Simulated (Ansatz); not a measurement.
# TiAl3: the cost of one run

Method: DFT PBE, scalar-relativistic, plane waves, PAW, in Ansatz 0.2.0.

3 further runs of the same task are left out: 2 that didn't finish, 1 set aside as unsound or not needed.

## Step 1: The structure to begin with

It takes space group I4/mmm (No. 139, tetragonal). The conventional cell has a = 3.845 Å, b = 3.845 Å, c = 8.623 Å, α = 90.00°, β = 90.00°, γ = 90.00°. Around Ti (site symmetry 4/mmm) lie 12 Al at 2.72 to 2.89 Å. Al (site symmetry 4/mmm) has 4 Ti at 2.72 Å and 8 Al at 2.89 Å as nearest neighbours. Al (site symmetry -4m2) is surrounded by 8 Al at 2.72 to 2.89 Å and 4 Ti at 2.89 Å.

Structure file:

```
Ti Al
1.0
    -1.92267    1.92267    4.31140
     1.92267   -1.92267    4.31140
     1.92267    1.92267   -4.31140
Ti Al
1 3
Direct
  0.00000 0.00000 0.00000
  0.50000 0.50000 0.00000
  0.75000 0.25000 0.50000
  0.25000 0.75000 0.50000
```

It goes back to an entry of the Materials Project, which need not be the stable form.

This cell was relaxed beforehand with the same method: volume 15.94 Å³/atom, gap on the mesh none (metal).

## Step 2: Tight relaxation for the response runs, with the smearing for a metal

Response functions are second derivatives at a minimum, so forces and stress are first brought close to zero on the mesh and occupations that the response runs use.

The input, input.yaml:

```yaml
crystal:
  lattice:
    - [-1.9226734294, 1.9226734294, 4.3114047962]
    - [1.9226734294, -1.9226734294, 4.3114047962]
    - [1.9226734294, 1.9226734294, -4.3114047962]
  atoms:
    - { symbol: Ti, position: [0.0, 0.0, 0.0] }
    - { symbol: Al, position: [0.5, 0.5, 0.0] }
    - { symbol: Al, position: [0.75, 0.25, 0.5] }
    - { symbol: Al, position: [0.25, 0.75, 0.5] }
basis:
  ecutwfc: 420
kpoints:
  mp_grid: { grid: [16, 16, 16] }
hamiltonian:
  xc: pbe
scf:
  occupations: { method: fermi_dirac, width: 0.15 }
output:
  forces: true
  stress: true
  eigenvalues: true
relax:
  adjacent_minimum: "off"
  f_tol: 0.001
  max_steps: 60
  cell: { stress_tol: 0.01 }
```

Launch:

```bash
$ ansatz run input.yaml --threads 1 --pin off --max-ram 3072MiB --backend cpu --events-out ev --progress --plain --runs-dir out
```

Q: Estimate wall time and peak memory on 1 thread of Intel Xeon Platinum 8488C (Sapphire Rapids), shared host.

About 54 s, with a peak of 0.68 GiB.
